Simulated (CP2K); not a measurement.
Write the native input for CP2K 2026.2 that does the following.

| Quantity | Value |
| --- | --- |
| Task | band structure |
| Functional | AM05 |
| Potentials or basis | POTENTIAL_UZH Rh GTH-PBE-q17; TZVP-MOLOPT-PBE-GTH basis |
| Density cutoff | 9184 eV |
| k mesh | 12 × 12 × 12 |
| Occupations | fermi-dirac, width 0.05 eV |
| Spin | no spin polarisation |
| SCF solver | diagonalisation with k points |
| Quickstep method | GPW |
| EPS_DEFAULT | 1.0E-10 |
| EPS_SCF | 1.0E-6 |
| MAX_SCF | 100 |
| SCF_GUESS | ATOMIC |
| k points reduced by the point group | yes |
| Mesh centred on Gamma | yes |
| CHOLESKY | OFF |
| EPS_EIGVAL | 1.0E-7 |
| MIXING METHOD | BROYDEN_MIXING |
| MIXING ALPHA | 0.4 |
| NBUFFER | 8 |
| NGRIDS | 4 |
| Basis sets | Rh TZVP-MOLOPT-PBE-GTH-q17 |
| Potentials | Rh GTH-PBE-q17 of POTENTIAL_UZH |
| ADDED_MOS | [11] |
| Points a segment of the path (NPOINTS) | 8 |
| Bands added on the path | 6 |
| REL_CUTOFF (Ry) | 60 Ry |
| MIXING BETA (1/bohr) | 1.5 1/bohr |
| CUTOFF of the grids | 675 Ry |

Rh:

```
Rh
1.0
     2.68397    0.00000    0.00000
     1.34198    2.32438    0.00000
     1.34198    0.77479    2.19145
Rh
1
Direct
  0.00000 0.00000 0.00000
```

These files were run (other wordings do the same):

rh_bands.inp

```
&GLOBAL
  PROJECT rh_bands
  RUN_TYPE ENERGY_FORCE
  PRINT_LEVEL LOW
&END GLOBAL
&FORCE_EVAL
  METHOD QS
  STRESS_TENSOR ANALYTICAL
  &DFT
    BASIS_SET_FILE_NAME BASIS_MOLOPT_UZH
    POTENTIAL_FILE_NAME POTENTIAL_UZH
    &MGRID
      CUTOFF 675
      REL_CUTOFF 60
      NGRIDS 4
    &END MGRID
    &QS
      METHOD GPW
      EPS_DEFAULT 1.0E-10
    &END QS
    &KPOINTS
      SCHEME MONKHORST-PACK 12 12 12
      GAMMA_CENTERED T
      SYMMETRY T
      SYMMETRY_BACKEND SPGLIB
    &END KPOINTS
    &SCF
      SCF_GUESS ATOMIC
      EPS_SCF 1.0E-6
      MAX_SCF 100
      ADDED_MOS 11
      CHOLESKY OFF
      EPS_EIGVAL 1.0E-7
      &DIAGONALIZATION ON
        ALGORITHM STANDARD
      &END DIAGONALIZATION
      &MIXING ON
        METHOD BROYDEN_MIXING
        ALPHA 0.4
        BETA 1.5
        NBUFFER 8
      &END MIXING
      &SMEAR ON
        METHOD FERMI_DIRAC
        ELECTRONIC_TEMPERATURE [K] 580.226
      &END SMEAR
    &END SCF
    &XC
      &XC_FUNCTIONAL
        &GGA_X_AM05
        &END GGA_X_AM05
        &GGA_C_AM05
        &END GGA_C_AM05
      &END XC_FUNCTIONAL
    &END XC
    &PRINT
      &KPOINTS ON
      &END KPOINTS
      &MULLIKEN ON
      &END MULLIKEN
      &MO ON
        ENERGIES T
        OCCUPATION_NUMBERS T
        &EACH
          QS_SCF 0
        &END EACH
        ADD_LAST NUMERIC
      &END MO
      &LOWDIN ON
      &END LOWDIN
      &HIRSHFELD ON
        SHAPE_FUNCTION DENSITY
      &END HIRSHFELD
      &BAND_STRUCTURE
        FILE_NAME bands.bs
        ADDED_MOS 6
        &KPOINT_SET
          UNITS B_VECTOR
          NPOINTS 8
          SPECIAL_POINT GAMMA 0.00000000 0.00000000 0.00000000
          SPECIAL_POINT X 0.50000000 0.00000000 0.50000000
          SPECIAL_POINT W 0.50000000 0.25000000 0.75000000
          SPECIAL_POINT K 0.37500000 0.37500000 0.75000000
          SPECIAL_POINT GAMMA 0.00000000 0.00000000 0.00000000
          SPECIAL_POINT L 0.50000000 0.50000000 0.50000000
          SPECIAL_POINT U 0.62500000 0.25000000 0.62500000
          SPECIAL_POINT W 0.50000000 0.25000000 0.75000000
          SPECIAL_POINT L 0.50000000 0.50000000 0.50000000
          SPECIAL_POINT K 0.37500000 0.37500000 0.75000000
        &END KPOINT_SET
        &KPOINT_SET
          UNITS B_VECTOR
          NPOINTS 8
          SPECIAL_POINT U 0.62500000 0.25000000 0.62500000
          SPECIAL_POINT X 0.50000000 0.00000000 0.50000000
        &END KPOINT_SET
      &END BAND_STRUCTURE
    &END PRINT
  &END DFT
  &SUBSYS
    &CELL
      A 2.6839652093 0.0000000000 0.0000000000
      B 1.3419826047 2.3243820542 0.0000000000
      C 1.3419826047 0.7747940181 2.1914484168
      PERIODIC XYZ
    &END CELL
    &COORD
      SCALED
      Rh  0.0000000000 0.0000000000 0.0000000000
    &END COORD
    &KIND Rh
      BASIS_SET TZVP-MOLOPT-PBE-GTH-q17
      POTENTIAL GTH-PBE-q17
    &END KIND
    &PRINT
      &ATOMIC_COORDINATES ON
      &END ATOMIC_COORDINATES
      &CELL ON
      &END CELL
      &SYMMETRY ON
      &END SYMMETRY
    &END PRINT
  &END SUBSYS
  &PRINT
    &FORCES ON
    &END FORCES
    &STRESS_TENSOR ON
    &END STRESS_TENSOR
  &END PRINT
&END FORCE_EVAL
```

Potentials or basis: POTENTIAL_UZH Rh GTH-PBE-q17; TZVP-MOLOPT-PBE-GTH basis.

Command:

```bash
$ OMP_NUM_THREADS=1 cp2k.psmp -i rh_bands.inp -o rh_bands.out
```

Results of the run:

The pressure is -3.1 GPa and the band gap on the k mesh is none (metal or under the smearing width).

Caveat: the potentials were made for another functional, which shifts forces and pressure; the basis of atomic orbitals isn't converged, which shifts pressures, moduli and gaps.

Wall time 2.3 min on 1 thread of Arm Neoverse V2, on a shared host, peak memory 0.33 GiB.
